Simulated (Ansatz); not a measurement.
# SiC (Moissanite 6O SiC): the cost of one run

Program: Ansatz 0.2.0. Level of theory: DFT, revPBE, plane-wave PAW, default files, scalar-relativistic. These are calculated values, not measurements.

1 further run of the same task is left out (it didn't finish).

## 1. The system as given

It takes space group P6_3mc (No. 186, hexagonal). Conventional cell: a = 3.079 Å, b = 3.079 Å, c = 15.122 Å, α = 90.00°, β = 90.00°, γ = 120.00°. Si (site symmetry 3m) has 4 C at 1.89 Å as nearest neighbours. Si (site symmetry 3m) has 4 C at 1.88 to 1.89 Å as nearest neighbours. C (site symmetry 3m) is surrounded by 4 Si at 1.88 to 1.89 Å. Around C (site symmetry 3m) lie 4 Si at 1.89 Å.

As a file:

```cif
data_structure
_symmetry_space_group_name_H-M 'P6_3mc'
_symmetry_Int_Tables_number 186
_cell_length_a 3.0787
_cell_length_b 3.0787
_cell_length_c 15.1219
_cell_angle_alpha 90.000
_cell_angle_beta 90.000
_cell_angle_gamma 120.000
_cell_volume 124.13
loop_
_atom_site_label
_atom_site_type_symbol
_atom_site_symmetry_multiplicity
_atom_site_Wyckoff_symbol
_atom_site_fract_x
_atom_site_fract_y
_atom_site_fract_z
_atom_site_occupancy
Si1 Si 2 b 0.33333 0.66667 0.35772 1
Si2 Si 2 a 0.00000 0.00000 0.02451 1
Si3 Si 2 b 0.66667 0.33333 0.19122 1
C1 C 2 a 0.00000 0.00000 0.14981 1
C2 C 2 b 0.33333 0.66667 0.48268 1
C3 C 2 b 0.66667 0.33333 0.31619 1
```

The earlier run gave: gap on the mesh 2.02 eV, largest force 0.001 eV/Å, pressure 3.2 GPa.

Site by site (atoms counted from 1):

| site | atoms | first shell | V_zz (10²¹ V/m²) | η | C_Q (MHz) |
| --- | --- | --- | --- | --- | --- |
| Si1 | 1, 2 | 4 C at 1.89 Å | 0.22 | 0.01 | – |
| Si3 | 3, 4 | 4 C at 1.89 Å | -0.056 | 0.07 | – |
| Si5 | 5, 6 | 4 C at 1.88–1.89 Å | 0.26 | 0.01 | – |
| C7 | 7, 8 | 4 Si at 1.88–1.89 Å | 0.21 | 0.06 | – |
| C9 | 9, 10 | 4 Si at 1.89 Å | 0.065 | 0.20 | – |
| C11 | 11, 12 | 4 Si at 1.89 Å | 0.031 | 0.41 | – |

V_zz is the principal component of the electric field gradient with the largest magnitude, η = (V_xx − V_yy)/V_zz and C_Q = eQV_zz/h. Nuclear quadrupole moments: year-2017 set (Pyykkö). A dash under C_Q marks elements without a common quadrupolar isotope.

## 2. Trying other settings (hamiltonian.xc = revpbe, scf.mixing.algorithm = anderson, scf.mixing.beta = 0.9, scf.mixing.ndim = 16)

input.yaml

```yaml
crystal:
  lattice:
    - [1.5389, -2.6675, 0.0]
    - [1.5389, 2.6675, 0.0]
    - [0.0, 0.0, 15.1219]
  atoms:
    - { symbol: Si, position: [0.1666620609, 0.8333379391, 0.857721452] }
    - { symbol: Si, position: [0.8333379391, 0.1666620609, 0.357721452] }
    - { symbol: Si, position: [0.5001149274, 0.4998850726, 0.5245066742] }
    - { symbol: Si, position: [0.4998850726, 0.5001149274, 0.0245066742] }
    - { symbol: Si, position: [0.8334420063, 0.1665579937, 0.6912249934] }
    - { symbol: Si, position: [0.1665579937, 0.8334420063, 0.1912249934] }
    - { symbol: C, position: [0.5001800044, 0.4998199956, 0.6498136388] }
    - { symbol: C, position: [0.4998199956, 0.5001800044, 0.1498136388] }
    - { symbol: C, position: [0.1666200921, 0.8333799079, 0.9826819951] }
    - { symbol: C, position: [0.8333799079, 0.1666200921, 0.4826819951] }
    - { symbol: C, position: [0.8333969726, 0.1666030274, 0.8161912464] }
    - { symbol: C, position: [0.1666030274, 0.8333969726, 0.3161912464] }
kpoints:
  mp_grid: { grid: [10, 10, 2] }
scf:
  occupations: { method: fermi_dirac, width: 0.02 }
  mixing: { algorithm: anderson, beta: 0.9, ndim: 16 }
hamiltonian:
  xc: revpbe
  pseudopotentials: { kind: paw }
output:
  forces: true
  stress: true
  populations: true
  efg: { contact_densities: true }
```

The run is started by

```sh
$ ansatz run input.yaml --threads 1 --pin off --max-ram 2560MiB --backend cpu --events-out ev --progress --plain --runs-dir out
```

**Question.** How long does this run take on 1 thread of Arm Neoverse V2, shared host, and how much memory does it need?

About 30 s, with a peak of 0.47 GiB.
